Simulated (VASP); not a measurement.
## In2O3: relaxation of cell and atoms with PBE+D3(BJ)

Crystal: In2O3.

```
CELL_PARAMETERS angstrom
-5.11858 5.11858 5.11858
5.11858 -5.11858 5.11858
5.11858 5.11858 -5.11858
ATOMIC_POSITIONS crystal
In 0.25000 0.21611 0.96611
In 0.75000 0.28389 0.53389
In 0.96611 0.25000 0.21611
In 0.53389 0.75000 0.28389
In 0.21611 0.96611 0.25000
In 0.28389 0.53389 0.75000
In 0.75000 0.78389 0.03389
In 0.25000 0.71611 0.46611
In 0.03389 0.75000 0.78389
In 0.46611 0.25000 0.71611
In 0.78389 0.03389 0.75000
In 0.71611 0.46611 0.25000
In 0.50000 0.50000 0.50000
In 0.50000 0.00000 0.00000
In 0.00000 0.50000 0.00000
In 0.00000 0.00000 0.50000
O 0.53671 0.77234 0.54495
O 0.72739 0.99176 0.95505
O 0.96329 0.50824 0.23563
O 0.77261 0.72766 0.26437
O 0.54495 0.53671 0.77234
O 0.95505 0.72739 0.99176
O 0.23563 0.96329 0.50824
O 0.26437 0.77261 0.72766
O 0.77234 0.54495 0.53671
O 0.99176 0.95505 0.72739
O 0.50824 0.23563 0.96329
O 0.72766 0.26437 0.77261
O 0.46329 0.22766 0.45505
O 0.27261 0.00824 0.04495
O 0.03671 0.49176 0.76437
O 0.22739 0.27234 0.73563
O 0.45505 0.46329 0.22766
O 0.04495 0.27261 0.00824
O 0.76437 0.03671 0.49176
O 0.73563 0.22739 0.27234
O 0.22766 0.45505 0.46329
O 0.00824 0.04495 0.27261
O 0.49176 0.76437 0.03671
O 0.27234 0.73563 0.22739
```

| Property | Result |
| --- | --- |
| Program | VASP 6.6.1 |
| Task | relaxation of cell and atoms |
| Functional | PBE |
| Dispersion | D3(BJ) |
| Potentials or basis | VASP PAW PBE potentials, release 64 (In_d, O) |
| Cutoff | 600 eV |
| k mesh | 4 × 4 × 4 |
| Occupations | gaussian, width 0.03 eV |
| Spin | no spin polarisation |
| Further INCAR settings | LREAL = Auto; ALGO = Normal; EDIFF = 1e-07; IBRION = 2; EDIFFG = -0.005; NSW = 90; ISIF = 3 |

```json
{
 "Relaxed volume": "13.40 Å³/atom",
 "Relaxed cell": "a = 8.864 Å, b = 8.864 Å, c = 8.864 Å, α = 109.47°, β = 109.47°, γ = 109.47°",
 "Space group after relaxing (to 0.05 Å)": "Ia-3 (No. 206)",
 "Energy gained by relaxing": "0.0 meV/atom",
 "Ionic steps": "3",
 "Pressure after relaxing": "0.0 GPa",
 "Largest force after relaxing": "0.005 eV/Å",
 "Band gap on the k mesh": "1.02 eV, direct",
 "Dispersion energy per atom": "-0.212 eV"
}
```

Forces on the atoms (eV/Å):
```
In   0.004  0.000  0.000
In  -0.004  0.000  0.000
In   0.000  0.004  0.000
In   0.000 -0.004  0.000
In   0.000  0.000  0.004
In   0.000  0.000 -0.004
In  -0.004  0.000  0.000
In   0.004  0.000  0.000
In   0.000 -0.004  0.000
In   0.000  0.004  0.000
In   0.000  0.000 -0.004
In   0.000  0.000  0.004
In   0.000  0.000  0.000
In   0.000  0.000  0.000
In   0.000  0.000  0.000
In   0.000  0.000  0.000
O   -0.003 -0.003 -0.001
O    0.003  0.003 -0.001
O   -0.003  0.003  0.001
O    0.003 -0.003  0.001
O   -0.001 -0.003 -0.003
O   -0.001  0.003  0.003
O    0.001 -0.003  0.003
O    0.001  0.003 -0.003
O   -0.003 -0.001 -0.003
O    0.003 -0.001  0.003
O    0.003  0.001 -0.003
O   -0.003  0.001  0.003
O    0.003  0.003  0.001
O   -0.003 -0.003  0.001
O    0.003 -0.003 -0.001
O   -0.003  0.003 -0.001
O    0.001  0.003  0.003
O    0.001 -0.003 -0.003
O   -0.001  0.003 -0.003
O   -0.001 -0.003  0.003
O    0.003  0.001  0.003
O   -0.003  0.001 -0.003
O   -0.003 -0.001  0.003
O    0.003 -0.001 -0.003
```

The path:
```
step  energy change (eV)  largest force (eV/Å)  pressure (GPa)  volume (Å³)
   1              0.0000                0.0094           -0.11       536.42
   2              0.0000                0.0029            0.12       535.71
   3             -0.0001                0.0046            0.01       536.06
```

Final structure:
```cif
data_structure
_symmetry_space_group_name_H-M 'P 1'
_symmetry_Int_Tables_number 1
_cell_length_a 8.8637
_cell_length_b 8.8637
_cell_length_c 8.8637
_cell_angle_alpha 109.471
_cell_angle_beta 109.471
_cell_angle_gamma 109.471
_cell_volume 536.06
loop_
_atom_site_label
_atom_site_type_symbol
_atom_site_fract_x
_atom_site_fract_y
_atom_site_fract_z
_atom_site_occupancy
In1 In 0.25000 0.21612 0.96612 1
In2 In 0.75000 0.28388 0.53388 1
In3 In 0.96612 0.25000 0.21612 1
In4 In 0.53388 0.75000 0.28388 1
In5 In 0.21612 0.96612 0.25000 1
In6 In 0.28388 0.53388 0.75000 1
In7 In 0.75000 0.78388 0.03388 1
In8 In 0.25000 0.71612 0.46612 1
In9 In 0.03388 0.75000 0.78388 1
In10 In 0.46612 0.25000 0.71612 1
In11 In 0.78388 0.03388 0.75000 1
In12 In 0.71612 0.46612 0.25000 1
In13 In 0.50000 0.50000 0.50000 1
In14 In 0.50000 0.00000 0.00000 1
In15 In 0.00000 0.50000 0.00000 1
In16 In 0.00000 0.00000 0.50000 1
O1 O 0.53669 0.77232 0.54492 1
O2 O 0.72740 0.99177 0.95508 1
O3 O 0.96331 0.50823 0.23563 1
O4 O 0.77260 0.72768 0.26437 1
O5 O 0.54492 0.53669 0.77232 1
O6 O 0.95508 0.72740 0.99177 1
O7 O 0.23563 0.96331 0.50823 1
O8 O 0.26437 0.77260 0.72768 1
O9 O 0.77232 0.54492 0.53669 1
O10 O 0.99177 0.95508 0.72740 1
O11 O 0.50823 0.23563 0.96331 1
O12 O 0.72768 0.26437 0.77260 1
O13 O 0.46331 0.22768 0.45508 1
O14 O 0.27260 0.00823 0.04492 1
O15 O 0.03669 0.49177 0.76437 1
O16 O 0.22740 0.27232 0.73563 1
O17 O 0.45508 0.46331 0.22768 1
O18 O 0.04492 0.27260 0.00823 1
O19 O 0.76437 0.03669 0.49177 1
O20 O 0.73563 0.22740 0.27232 1
O21 O 0.22768 0.45508 0.46331 1
O22 O 0.00823 0.04492 0.27260 1
O23 O 0.49177 0.76437 0.03669 1
O24 O 0.27232 0.73563 0.22740 1
```

Levels at points of the mesh, in eV from the valence-band top:
| k point | band 174 | band 175 | band 176 | band 177 | band 178 | band 179 |
| --- | --- | --- | --- | --- | --- | --- |
| (0.00, 0.00, 0.00) | 0.00 | 0.00 | 0.00 | 1.02 | 5.32 | 5.32 |
| (0.50, 0.00, 0.00) | -0.14 | -0.02 | -0.02 | 3.09 | 3.09 | 4.79 |
| (0.50, 0.50, 0.50) | -0.22 | -0.22 | -0.14 | 3.98 | 3.98 | 3.98 |

Wall time 10 min on 8 MPI ranks on Intel(R) Xeon(R) 6975P-C (Granite Rapids), on a shared host, peak memory 1.3 GiB a rank.

Caveat: spin-orbit coupling is left out, which moves the levels of the heavy elements. As with any semilocal functional, this PBE gap is likely too small.
